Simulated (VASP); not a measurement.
# Ba in VASP: single point with PBE

Aim: the single point of Ba with PBE.

Everything below comes from runs of VASP 6.6.1. Logs are shortened: lines on timing, memory, paths and dates and some standing lists are left out, and cuts for length are marked.

### 1 The cell of the first run

The cell holds a slab with vacuum, 2 atoms: a = 3.910 Å, b = 4.141 Å, c = 20.700 Å, α = 90.00°, β = 90.00°, γ = 118.17°.

The slab is cut from a database's or a generator's crystal, which needn't be the stable form of the element.

### 2 Single point, PBE (the (0 0 1) slab of Ba, cut from the database cell, not relaxed)

The input, INCAR:

```
SYSTEM = Ba
ALGO = Normal ; DIPOL = 0.5 0.5 0.500
EDIFF = 1E-6 ; ENCUT = 520
GGA = PE ; IDIPOL = 3
ISIF = 2 ; ISMEAR = -1
LASPH = .TRUE. ; LCHARG = .TRUE.
LDIPOL = .TRUE. ; LELF = .TRUE.
LREAL = .FALSE. ; LVACPOTAV = .TRUE.
LVHAR = .TRUE. ; LWAVE = .FALSE.
NBANDS = 17 ; NELM = 100
PREC = Accurate ; SIGMA = 0.05
```

The input, KPOINTS:

```
k-points
0
G
  8 8 1
  0 0 0
```

The input, POSCAR:

```
Ba
1.0
    3.9100000000      0.0000000000      0.0000000000
   -1.9550000000      3.6500000000      0.0000000000
    0.0000000000      0.0000000000     20.7000000000
Ba
2
Direct
    0.0000000000      0.0000000000      0.3623188406
    0.0000000000      0.0000000000      0.6376811594
```

Potentials or basis: VASP PAW PBE potentials, release 64 (Ba_sv).

Command:

```console
cat potpaw_PBE.64/Ba_sv/POTCAR > POTCAR
mpirun -np 1 vasp_std > vasp.out
```

OUTCAR:

```text
SYSTEM = Ba
   EDIFF = 1E-6
   ENCUT = 520
   GGA = PE
   ISIF = 2
   ISMEAR = -1
   LASPH = .TRUE.
   LREAL = .FALSE.
   NELM = 100
   PREC = Accurate

 ion  position               nearest neighbor table
   1  0.000  0.000  0.362-
   2  0.000  0.000  0.638-

  LATTYP: Found a base centered orthorhombic cell.
 ALAT       =     3.9100000000
 B/A-ratio  =     1.8670076726
 C/A-ratio  =     5.2941176471

  Lattice vectors:

 A1 = (   1.9550000000,  -3.6500000000,   0.0000000000)
 A2 = (   1.9550000000,   3.6500000000,   0.0000000000)
 A3 = (   0.0000000000,   0.0000000000,  20.7000000000)

Analysis of symmetry for initial positions (statically):
=====================================================================
 Subroutine PRICEL returns:
 Original cell was already a primitive cell.

 Routine SETGRP: Setting up the symmetry group for a
 base centered orthorhombic supercell.

 Subroutine GETGRP returns: Found  8 space group operations
 (whereof  8 operations were pure point group operations)
 out of a pool of  8 trial point group operations.

The static configuration has the point symmetry D_2h.

Analysis of symmetry for dynamics (positions and initial velocities):
=====================================================================
 Subroutine PRICEL returns:
 Original cell was already a primitive cell.

 Routine SETGRP: Setting up the symmetry group for a
 base centered orthorhombic supercell.

 Subroutine GETGRP returns: Found  8 space group operations
 (whereof  8 operations were pure point group operations)
 out of a pool of  8 trial point group operations.

The dynamic configuration has the point symmetry D_2h.

 Subroutine INISYM returns: Found  8 space group operations
 (whereof  8 operations are pure point group operations),
 and found     1 'primitive' translations

----------------------------------------------------------------------------------------

                                     Primitive cell

  volume of cell :     295.4201

  direct lattice vectors                    reciprocal lattice vectors
     3.910000000  0.000000000  0.000000000     0.255754476  0.136986301  0.000000000
    -1.955000000  3.650000000  0.000000000     0.000000000  0.273972603  0.000000000
     0.000000000  0.000000000 20.700000000     0.000000000  0.000000000  0.048309179

  length of vectors
     3.910000000  4.140594764 20.700000000     0.290130313  0.273972603  0.048309179

  position of ions in fractional coordinates (direct lattice)
     0.000000000  0.000000000  0.362318841
     0.000000000  0.000000000  0.637681159

  ion indices of the primitive-cell ions
   primitive index   ion index
                 1           1
                 2           2

----------------------------------------------------------------------------------------

 KPOINTS: k-points

Automatic generation of k-mesh.
 Grid dimensions read from file:
 generate k-points for:    8    8    1

 Generating k-lattice:

  Cartesian coordinates                     Fractional coordinates (reciprocal lattice)
     0.031969309  0.017123288  0.000000000     0.125000000  0.000000000  0.000000000
     0.000000000  0.034246575  0.000000000     0.000000000  0.125000000  0.000000000
     0.000000000  0.000000000  0.048309179     0.000000000  0.000000000  1.000000000

  Length of vectors
     0.036266289  0.034246575  0.048309179

  Shift w.r.t. Gamma in fractional coordinates (k-lattice)
     0.000000000  0.000000000  0.000000000

 Subroutine IBZKPT returns following result:
 ===========================================

 Found     21 irreducible k-points:

 Following reciprocal coordinates:
            Coordinates               Weight
  0.000000  0.000000  0.000000      1.000000
  0.125000  0.000000  0.000000      4.000000
  0.250000  0.000000  0.000000      4.000000
  0.375000  0.000000  0.000000      4.000000
  0.500000  0.000000  0.000000      2.000000
  0.000000  0.125000  0.000000      2.000000
[... 13 lines left out ...]
  0.250000  0.375000  0.000000      2.000000
  0.000000  0.500000  0.000000      1.000000
   k-points           NKPTS =     21   k-points in BZ     NKDIM =     21   number of bands    NBANDS=     17
   number of dos      NEDOS =    301   number of ions     NIONS =      2
   total plane-waves  NPLWV = 153600
   dimension x,y,z NGX =    30 NGY =   32 NGZ =  160
   dimension x,y,z NGXF=    60 NGYF=   64 NGZF=  320
   ions per type =               2
   NGX,Y,Z   is equivalent  to a cutoff of  12.76, 12.85, 12.85 a.u.
   NGXF,Y,Z  is equivalent  to a cutoff of  25.51, 25.70, 25.70 a.u.
 SYSTEM =  Ba
   PREC   = accura    normal or accurate (medium, high low for compatibility)
   ISTART =      0    job   : 0-new  1-cont  2-samecut
   ICHARG =      2    charge: 1-file 2-atom 10-const
   ISPIN  =      1    spin polarized calculation?
   LNONCOLLINEAR =      F non collinear calculations
   LSORBIT =      F    spin-orbit coupling
   LASPH  =      T    aspherical Exc in radial PAW
   ENCUT  =  520.0 eV  38.22 Ry    6.18 a.u.   7.27  7.70 38.49*2*pi/ulx,y,z
   NELM   =    100;   NELMIN=  2; NELMDL= -5     # of ELM steps
   EDIFF  = 0.1E-05   stopping-criterion for ELM
   LREAL  =      F    real-space projection
   EDIFFG = 0.1E-04   stopping-criterion for IOM
   NSW    =      0    number of steps for IOM
   IBRION =     -1    ionic relax: 0-MD 1-quasi-New 2-CG
   NFREE  =      0    steps in history (QN), initial steepest desc. (CG)
   ISIF   =      2    stress and relaxation
   ISYM   =      2    0-nonsym 1-usesym 2-fastsym
   POTIM  = 0.5000    time-step for ionic-motion
   TEBEG  =    0.0;   TEEND  =   0.0 temperature during run
   PSTRESS=    0.0 pullay stress
   NELECT =      20.0000    total number of electrons
   NUPDOWN=      -1.0000    fix difference up-down
   EMIN   =  10.00;   EMAX   =-10.00  energy-range for DOS
   EFERMI =   0.00;   METHOD = LEGACY
   ISMEAR =    -1;   SIGMA  =   0.05  broadening in eV -4-tet -1-fermi 0-gaus
   EFERMI_NEDOS =   21; number of points for ismear=-14 and -15
   IALGO  =     38    algorithm
   IMIX   =      4    mixing-type and parameters
     AMIX     =   0.40;   BMIX     =  1.00
     AMIX_MAG =   1.60;   BMIX_MAG =  1.00
  volume/ion in A,a.u.               =     147.71       996.80
  Fermi-wavevector in a.u.,A,eV,Ry     =   0.667224  1.260870  6.057144  0.445188
  Thomas-Fermi vector in A             =   1.741765
   LORBIT       =      0    0 simple, 1 ext, 2 COOP (PROOUT), +10 PAW based schemes
   GGA     = PE    functional components
   LHFCALC =     F    Hartree Fock is set to
   AEXX    =    0.0000 exact exchange contribution
   IVDW    =     0    specifies the selected vdW correction
   LEPSILON=     F    determine dielectric tensor
   LRPA    =     F    only Hartree local field effects (RPA)
 non-spin polarized calculation
  energy-cutoff  :      520.00
  volume of cell :      295.42
 maximum number of plane-waves:      7991
 NGX is ok and might be reduce to    30
   NGX = 15   NGY = 15   NGZ = 77

 number of electron      20.0000000 magnetization

 dipolmoment           0.000000      0.000000      0.000000 electrons x Angstroem

 Free energy of the ion-electron system (eV)
  ---------------------------------------------------
  ext. energy  EPLUGINS =         0.00000000
  ---------------------------------------------------
  free energy    TOTEN  =        -2.43054391 eV

  energy without entropy =       -2.38004908  energy(sigma->0) =       -2.40529649

 E-fermi :  -0.6130     XC(G=0):  -3.9630

 val. band max:       -0.6282450603   @ k =   0.1250   0.3750   0.0000
 cond. band min:      -0.6109801623   @ k =   0.5000   0.1250   0.0000
 fundamental gap:      0.0172648980
 Fermi energy:        -0.6130320861

 k-point     1 :       0.0000    0.0000    0.0000
  band No.  band energies     occupation
      1     -29.7584      2.00000
      2     -29.7582      2.00000
      3     -15.0766      2.00000
      4     -15.0664      2.00000
      5     -14.5261      2.00000
      6     -14.5258      2.00000
[... 9 lines left out ...]
     16       1.6926      0.00000
     17       1.8419      0.00000

 k-point     2 :       0.1250    0.0000    0.0000
  band No.  band energies     occupation
      1     -29.7439      2.00000
      2     -29.7437      2.00000
      3     -15.0556      2.00000
      4     -15.0458      2.00000
      5     -14.6026      2.00000
      6     -14.6021      2.00000
[... 9 lines left out ...]
     16       1.6061      0.00000
     17       1.6229      0.00000

 k-point     3 :       0.2500    0.0000    0.0000
  band No.  band energies     occupation
      1     -29.7087      2.00000
      2     -29.7085      2.00000
      3     -15.0043      2.00000
      4     -14.9956      2.00000
      5     -14.9208      2.00000
      6     -14.9199      2.00000
[... 9 lines left out ...]
     16       1.2572      0.00000
     17       2.0795      0.00000

 k-point     4 :       0.3750    0.0000    0.0000
  band No.  band energies     occupation
      1     -29.6730      2.00000
      2     -29.6729      2.00000
      3     -15.2248      2.00000
      4     -15.2237      2.00000
      5     -14.9520      2.00000
      6     -14.9442      2.00000
[... 9 lines left out ...]
     16       1.8096      0.00000
     17       2.3401      0.00000
[... 283 lines left out ...]
      1     -29.6856      2.00000
      2     -29.6854      2.00000
      3     -15.1814      2.00000
      4     -15.1802      2.00000
      5     -14.9628      2.00000
      6     -14.9551      2.00000
[... 9 lines left out ...]
     16       1.5354      0.00000
     17       1.6728      0.00000

 k-point    20 :       0.2500    0.3750    0.0000
  band No.  band energies     occupation
      1     -29.6671      2.00000
      2     -29.6670      2.00000
      3     -15.0986      2.00000
      4     -15.0975      2.00000
      5     -14.9470      2.00000
      6     -14.9463      2.00000
[... 9 lines left out ...]
     16       0.9899      0.00000
     17       1.1289      0.00000

 k-point    21 :       0.0000    0.5000    0.0000
  band No.  band energies     occupation
      1     -29.6903      2.00000
      2     -29.6901      2.00000
      3     -15.2406      2.00000
      4     -15.2393      2.00000
      5     -14.9682      2.00000
      6     -14.9605      2.00000
[... 9 lines left out ...]
     16       1.6206      0.00000
     17       2.3471      0.00000

------------------------ aborting loop because EDIFF is reached ----------------------------------------

  FORCE on cell =-STRESS in cart. coord.  units (eV):
  Direction    XX          YY          ZZ          XY          YZ          ZX
  --------------------------------------------------------------------------------------
  -------------------------------------------------------------------------------------
  Total        2.8785322      1.1349583     -1.0990842      0.0000000      0.0000000      0.0000000
  in kB       15.6113949      6.1553182     -5.9607592      0.0000000      0.0000000      0.0000000
  external PRESSURE =       5.2686513 kB  Pullay stress =       0.0000000 kB

 VOLUME and BASIS-vectors are now :
 -----------------------------------------------------------------------------
  energy-cutoff  :      520.00
  volume of cell :      295.42
      direct lattice vectors                 reciprocal lattice vectors
     3.910000000  0.000000000  0.000000000     0.255754476  0.136986301  0.000000000
    -1.955000000  3.650000000  0.000000000     0.000000000  0.273972603  0.000000000
     0.000000000  0.000000000 20.700000000     0.000000000  0.000000000  0.048309179

 POSITION                                       TOTAL-FORCE (eV/Angst)
 -----------------------------------------------------------------------------------
      0.00000      0.00000      7.50000         0.000000     -0.000000      0.192458
      0.00000      0.00000     13.20000        -0.000000      0.000000     -0.192458
 -----------------------------------------------------------------------------------
    total drift:                               -0.000000     -0.000000      0.000000

  FREE ENERGIE OF THE ION-ELECTRON SYSTEM (eV)
  ---------------------------------------------------
  free  energy   TOTEN  =        -2.4305439060 eV

  energy  without entropy=       -2.3800490833  energy(sigma->0) =       -2.40529649

 vacuum level on the upper side and lower side of the slab         1.901         1.901
```

It took 1.7 min on 1 thread of Intel Xeon 6975P-C (Granite Rapids), shared host; peak memory 0.42 GiB.

What came out:

```yaml
Free_energy: -2.4305 eV
Largest_force: 0.192 eV/Å
Band_gap_on_the_k_mesh: none (metal or under the smearing width)
Work_function_of_the_upper_face: 2.51 eV
Work_function_of_the_lower_face: 2.51 eV
```

Forces on the atoms (eV/Å):
```
Ba   0.000  0.000  0.192
Ba   0.000  0.000 -0.192
```
